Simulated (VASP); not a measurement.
# C (P6_3/mmc) in VASP: notebook, part 2 of 2

VASP 6.6.1. The steps go on from the part before.

## Step 3: Relaxation of cell and atoms, PBE+D3(BJ)

This run uses another cell than the first one, of 8.82 Å³/atom, 1.009 times its volume.

Contents of INCAR:

```
SYSTEM = C
  ALGO = Normal
  EDIFF = 1E-7
  EDIFFG = -0.15
  ENCUT = 520
  GGA = PE
  IBRION = 2
  ISIF = 3
  ISMEAR = 0
  IVDW = 12
  KPAR = 4
  LASPH = .TRUE.
  LCHARG = .FALSE.
  LREAL = .FALSE.
  LWAVE = .FALSE.
  NELM = 60
  NSW = 80
  PREC = Accurate
  SIGMA = 0.02
```

Contents of KPOINTS:

```
k-points
0
G
  15 15 6
  0 0 0
```

Contents of POSCAR:

```
C                                       
1.0
    2.4664632988     -0.0000000000      0.0000000000
   -1.2332316494      2.1360198725      0.0000000000
    0.0000000000     -0.0000000000      6.6964755854
  C             
     4
Direct
     0.0000000000000000    0.0000000000000000    0.7500000000000000
     0.0000000000000000    0.0000000000000000    0.2500000000000000
     0.3333333300000021    0.6666666699999979    0.7500000000000000
     0.6666666699999979    0.3333333300000021    0.2500000000000000
```

Potentials or basis: VASP PAW PBE potentials, release 64 (C).

On the command line:

```bash
$ cat potpaw_PBE.64/C/POTCAR > POTCAR
$ mpirun -np 4 vasp_std > vasp.out
```

OUTCAR:

```text
SYSTEM = C
   EDIFF = 1E-7
   EDIFFG = -0.15
   ENCUT = 520
   GGA = PE
   IBRION = 2
   ISIF = 3
   ISMEAR = 0
   IVDW = 12
   LASPH = .TRUE.
   LREAL = .FALSE.
   NELM = 60
   NSW = 80
   PREC = Accurate
 IVDW          = 12

 ion  position               nearest neighbor table
   1  0.000  0.000  0.750-   3 1.42   3 1.42   3 1.42
   2  0.000  0.000  0.250-   4 1.42   4 1.42   4 1.42
   3  0.333  0.667  0.750-   1 1.42   1 1.42   1 1.42
   4  0.667  0.333  0.250-   2 1.42   2 1.42   2 1.42

  LATTYP: Found a hexagonal cell.
 ALAT       =     2.4664632988
 C/A-ratio  =     2.7150112425

  Lattice vectors:

 A1 = (   2.4664632988,   0.0000000000,   0.0000000000)
 A2 = (  -1.2332316494,   2.1360198725,   0.0000000000)
 A3 = (   0.0000000000,   0.0000000000,   6.6964755854)

Analysis of symmetry for initial positions (statically):
=====================================================================
 Subroutine PRICEL returns:
 Original cell was already a primitive cell.

 Routine SETGRP: Setting up the symmetry group for a
 hexagonal supercell.

 Subroutine GETGRP returns: Found 24 space group operations
[... 191 lines left out ...]
     10      12.9946      0.00000
     11      13.0044      0.00000
     12      13.0475      0.00000
[... 331 lines left out ...]
 k-point    24 :       0.4000    0.2000    0.0000
  band No.  band energies     occupation
      1      -9.0155      2.00000
      2      -8.9081      2.00000
      3      -7.9910      2.00000
      4      -7.9227      2.00000
      5      -4.1760      2.00000
      6      -4.0712      2.00000
      7       2.7751      2.00000
      8       3.4475      2.00000
      9       6.0434      0.00000
     10       6.1734      0.00000
     11      15.1795      0.00000
     12      15.8462      0.00000

 [... further k-points ...]

------------------------ aborting loop because EDIFF is reached ----------------------------------------

 Edisp (eV)   -0.62675

 E8    (eV) :    -0.1777

  FORCE on cell =-STRESS in cart. coord.  units (eV):
  Direction    XX          YY          ZZ          XY          YZ          ZX
  --------------------------------------------------------------------------------------
  -------------------------------------------------------------------------------------
  Total      -0.01741    -0.01741     0.02561    -0.00000     0.00000     0.00000
  in kB      -0.79051    -0.79051     1.16321    -0.00000     0.00000     0.00000
  external pressure =       -0.14 kB  Pullay stress =        0.00 kB

 VOLUME and BASIS-vectors are now :
 -----------------------------------------------------------------------------
  energy-cutoff  :      520.00
  volume of cell :       35.28
      direct lattice vectors                 reciprocal lattice vectors
     2.466463299  0.000000000  0.000000000     0.405438832  0.234080219  0.000000000
    -1.233231649  2.136019872  0.000000000     0.000000000  0.468160438  0.000000000
     0.000000000  0.000000000  6.696475585     0.000000000  0.000000000  0.149332285

 POSITION                                       TOTAL-FORCE (eV/Angst)
 -----------------------------------------------------------------------------------
      0.00000      0.00000      5.02236         0.000000      0.000000      0.000000
      0.00000      0.00000      1.67412        -0.000000     -0.000000      0.000000
     -0.00000      1.42401      5.02236         0.000000      0.000000     -0.000000
      1.23323      0.71201      1.67412         0.000000     -0.000000      0.000000
 -----------------------------------------------------------------------------------
    total drift:                               -0.000000      0.000000     -0.000000

  FREE ENERGIE OF THE ION-ELECTRON SYSTEM (eV)
  ---------------------------------------------------
  free  energy   TOTEN  =       -37.4669811619 eV

  energy  without entropy=      -37.4668047787  energy(sigma->0) =      -37.46689297

 reached required accuracy - stopping structural energy minimisation
```

CONTCAR:

```text
C
   1.00000000000000
     2.4664632987999999    0.0000000000000000    0.0000000000000000
    -1.2332316494000000    2.1360198724999999    0.0000000000000000
     0.0000000000000000    0.0000000000000000    6.6964755854000000
  C
     4
Direct
     0.0000000000000000    0.0000000000000000    0.7500000000000000
     0.0000000000000000    0.0000000000000000    0.2500000000000000
     0.3333333300000021    0.6666666699999979    0.7500000000000000
     0.6666666699999979    0.3333333300000021    0.2500000000000000

  0.00000000E+00  0.00000000E+00  0.00000000E+00
  0.00000000E+00  0.00000000E+00  0.00000000E+00
  0.00000000E+00  0.00000000E+00  0.00000000E+00
  0.00000000E+00  0.00000000E+00  0.00000000E+00
```

It took 6.1 s on 4 MPI ranks of AMD EPYC 9R45 (Zen 5), shared host; peak memory 0.14 GiB.

What came out:

```yaml
Free_energy: -37.4670 eV
Pressure_after_relaxing: 0.0 GPa
Band_gap_on_the_k_mesh: none (metal or under the smearing width)
Dispersion_energy_per_atom: -0.157 eV
```

Final structure:
```yaml
crystal:
  lattice:
    - [2.46646, 0.00000, 0.00000]
    - [-1.23323, 2.13602, 0.00000]
    - [0.00000, 0.00000, 6.69648]
  atoms:
    - { symbol: C, position: [0.00000, 0.00000, 0.75000] }
    - { symbol: C, position: [0.00000, 0.00000, 0.25000] }
    - { symbol: C, position: [0.33333, 0.66667, 0.75000] }
    - { symbol: C, position: [0.66667, 0.33333, 0.25000] }
```

Levels at points of the mesh, in eV from the Fermi level:
```
           k point  band 4  band 5  band 6  band 7  band 8  band 9  band 10  band 11  band 12
(0.00, 0.00, 0.00)   -6.52   -3.01   -3.01   -2.99   -2.99    4.32     8.32     8.33     8.37
(0.00, 0.00, 0.50)   -7.61   -3.00   -3.00   -3.00   -3.00    6.97     6.97     8.34     8.34
```

Caveat: the relaxation stopped at its first step, so nothing moved.

## Step 4: Vibrations by finite differences, PBE+D3(BJ)

This run uses another cell than the first one, of 8.82 Å³/atom, 1.009 times its volume.

Contents of INCAR:

```
PREC = Accurate
ENCUT = 520
EDIFF = 1E-8
ISMEAR = 0
SIGMA = 0.02
LREAL = False
LASPH = True
NELM = 60
ALGO = Normal
ISIF = 2
LWAVE = False
LCHARG = False
GGA = PE
IVDW = 12
NBANDS = 16
IBRION = 6
NFREE = 2
POTIM = 0.015
NSW = 1
KPAR = 4
```

Contents of KPOINTS:

```
Automatic mesh
0
Gamma
  15 15 6
```

POSCAR: that of step 3 with these lines changed.

```diff
@@ -2,5 +2,5 @@
 1.0
-    2.4664632988     -0.0000000000      0.0000000000
+    2.4664632988      0.0000000000      0.0000000000
    -1.2332316494      2.1360198725      0.0000000000
-    0.0000000000     -0.0000000000      6.6964755854
+    0.0000000000      0.0000000000      6.6964755854
   C
```

Potentials or basis: VASP PAW PBE potentials, release 64 (C).

On the command line:

```bash
$ cat potpaw_PBE.64/C/POTCAR > POTCAR
$ mpirun -np 4 vasp_std > vasp.out
```

OUTCAR:

```text
PREC = Accurate
   ENCUT = 520
   EDIFF = 1E-8
   ISMEAR = 0
   LREAL = False
   LASPH = True
   NELM = 60
   ISIF = 2
   GGA = PE
   IVDW = 12
   IBRION = 6
   NFREE = 2
   POTIM = 0.015
   NSW = 1
 IVDW          = 12

 ion  position               nearest neighbor table
   1  0.000  0.000  0.750-   3 1.42   3 1.42   3 1.42
   2  0.000  0.000  0.250-   4 1.42   4 1.42   4 1.42
[... 1053 lines left out ...]
  z    -0.00000    -0.00000     0.00000     0.00000     0.00000    -0.00000

 INTERNAL STRAIN TENSOR FOR ION    4 for displacements in x,y,z  (eV/Angst):
          X           Y           Z          XY          YZ          ZX
  --------------------------------------------------------------------------------
  x    -0.00000    -0.00000     0.00000   -10.36861     0.00000     0.00000
  y   -10.36861    10.36861     0.00000     0.00000     0.00000     0.00000
  z    -0.00000    -0.00000    -0.00000     0.00000     0.00000     0.00000

 Eigenvectors and eigenvalues of the dynamical matrix
 ----------------------------------------------------

   1 f  =   46.216471 THz   290.386654 2PiTHz 1541.615547 cm-1   191.135882 meV
             X         Y         Z           dx          dy          dz
      0.000000  0.000000  5.022357     0.500007    0.000000    0.000000
      0.000000  0.000000  1.674119     0.500007    0.000000   -0.000000
     -0.000000  1.424013  5.022357    -0.499993   -0.000000   -0.000000
      1.233232  0.712007  1.674119    -0.499993   -0.000000   -0.000000
[... 71 lines left out ...]
  12 f/i=    1.011671 THz     6.356518 2PiTHz   33.745719 cm-1     4.183934 meV
             X         Y         Z           dx          dy          dz
      0.000000  0.000000  5.022357    -0.499527   -0.000046    0.000000
      0.000000  0.000000  1.674119     0.499527    0.000046    0.000000
     -0.000000  1.424013  5.022357    -0.500472   -0.000046    0.000000
      1.233232  0.712007  1.674119     0.500472    0.000046    0.000000

 ELASTIC MODULI CONTR FROM IONIC RELAXATION (kBar)
 Direction    XX          YY          ZZ          XY          YZ          ZX
 --------------------------------------------------------------------------------
 XX        -181.8329    181.8329     -0.0000     -0.0000     -0.0000      0.0000
 YY         181.8329   -181.8329      0.0000      0.0000      0.0000     -0.0000
 ZZ          -0.0000      0.0000     -0.0000     -0.0000     -0.0000      0.0000
 XY          -0.0000      0.0000     -0.0000   -181.8329     -0.0000      0.0000
 YZ          -0.0000      0.0000     -0.0000     -0.0000     -0.0000      0.0000
 ZX           0.0000     -0.0000      0.0000      0.0000      0.0000     -0.0000
 --------------------------------------------------------------------------------
```

stdout:

```text
POSCAR found type information on POSCAR C
 POSCAR found :  1 types and       4 ions
 scaLAPACK will be used
 LDA part: xc-table for (Slater+PW92), standard interpolation
 POSCAR, INCAR and KPOINTS ok, starting setup
 FFT: planning ... GRIDC
 FFT: planning ... GRID_SOFT
 FFT: planning ... GRID
 WAVECAR not read
 entering main loop
 Found     4 degrees of freedom:
 Finite differences POTIM= 0.01500 DOF=   4
 bond charge predicted
 Finite differences progress:
 bond charge predicted
 Finite differences progress:
 bond charge predicted
 Finite differences progress:
 bond charge predicted
 Finite differences progress:
 bond charge predicted
 Finite differences progress:
 bond charge predicted
 Finite differences progress:
 bond charge predicted
 Finite differences progress:
 bond charge predicted
 Finite differences progress:
```

Run time: 1.8 min. Hardware: 4 MPI ranks of AMD EPYC 9R45 (Zen 5), shared host; peak memory 0.4 GiB.

What came out:

```yaml
Highest_phonon_frequency_at_Γ: 1542 cm⁻¹
Most_unstable_mode: 34i cm⁻¹
Dispersion_energy_per_atom: -0.157 eV
```

Phonon frequencies in cm⁻¹ (negative: imaginary):
| q point | frequencies |
| --- | --- |
| (0.000, 0.000, 0.000) | -34 -34 0 0 0 113 860 869 1538 1538 1542 1542 |

Caveat: some modes are imaginary.
